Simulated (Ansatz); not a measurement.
**Sb: single point with PBEsol**

Sb:

```
Sb
1.0
     4.52770    0.00000    0.00000
     0.00000    4.42110    0.00000
    -1.32052    0.00000    6.36435
Sb
4
Cartesian
  0.6363 1.1053 4.3511
  3.2336 3.3158 4.8545
  -0.0264 1.1053 1.5099
  2.5709 3.3158 2.0132
```

This isn't the form of Sb at room conditions, which is rhombohedral.

```json
{"Program": "Ansatz 0.2.0", "Task": "single point", "Functional": "PBEsol", "Potentials or basis": "Ansatz PAW", "Cutoff": "420 eV (not typed: the program's choice for these potentials)", "k mesh": "6 × 6 × 4", "Occupations": "fermi-dirac, width 0.05 eV", "Spin": "no spin polarisation"}
```

```yaml
Pressure: -2.4 GPa
Largest_force: 0.145 eV/Å
Band_gap_on_the_k_mesh: none (metal or under the smearing width)
```

Forces in eV/Å, atoms in the order of the input:
```
Sb  -0.088  0.000  0.067
Sb   0.127  0.000 -0.068
Sb  -0.127  0.000  0.068
Sb   0.088  0.000 -0.067
```

Stress tensor (GPa, compression positive):
```
-2.36  0.00  0.39
 0.00 -2.84  0.00
 0.39  0.00 -1.87
```

Levels at points of the mesh, in eV from the Fermi level:
| k point | band 27 | band 28 | band 29 | band 30 | band 31 | band 32 | band 33 | band 34 |
| --- | --- | --- | --- | --- | --- | --- | --- | --- |
| (0.00, 0.00, 0.00) | -2.75 | -2.13 | -1.36 | -0.13 | 2.02 | 2.70 | 2.95 | 3.04 |
| (0.00, 0.00, -0.50) | -2.44 | -2.11 | -1.73 | -1.56 | 0.65 | 1.85 | 2.18 | 3.00 |
| (0.00, -0.50, 0.00) | -1.40 | -1.40 | -1.09 | -1.09 | 0.41 | 0.41 | 1.30 | 1.30 |
| (0.00, -0.50, -0.50) | -1.62 | -1.62 | -0.84 | -0.84 | 0.12 | 0.12 | 0.95 | 0.95 |
| (-0.50, 0.00, 0.00) | -2.08 | -1.09 | -0.89 | -0.69 | 0.29 | 1.10 | 1.27 | 1.45 |
| (-0.50, 0.00, -0.50) | -1.75 | -1.01 | -0.87 | -0.71 | -0.33 | 0.76 | 1.06 | 1.22 |
| (-0.50, -0.50, 0.00) | -3.50 | -3.50 | -2.28 | -2.28 | 0.82 | 0.82 | 5.00 | 5.00 |
| (-0.50, -0.50, -0.50) | -3.83 | -3.83 | -1.25 | -1.25 | 1.94 | 1.94 | 3.56 | 3.56 |

It took 10 s on 2 threads of Arm Neoverse V1 (shared host), peak memory 0.47 GiB.

Caveat: the PAW data sets come from PBE, with cores solved anew for the run's functional, which leaves a small shift of forces and pressure. Spin-orbit coupling is left out, which matters for the levels of Sb.
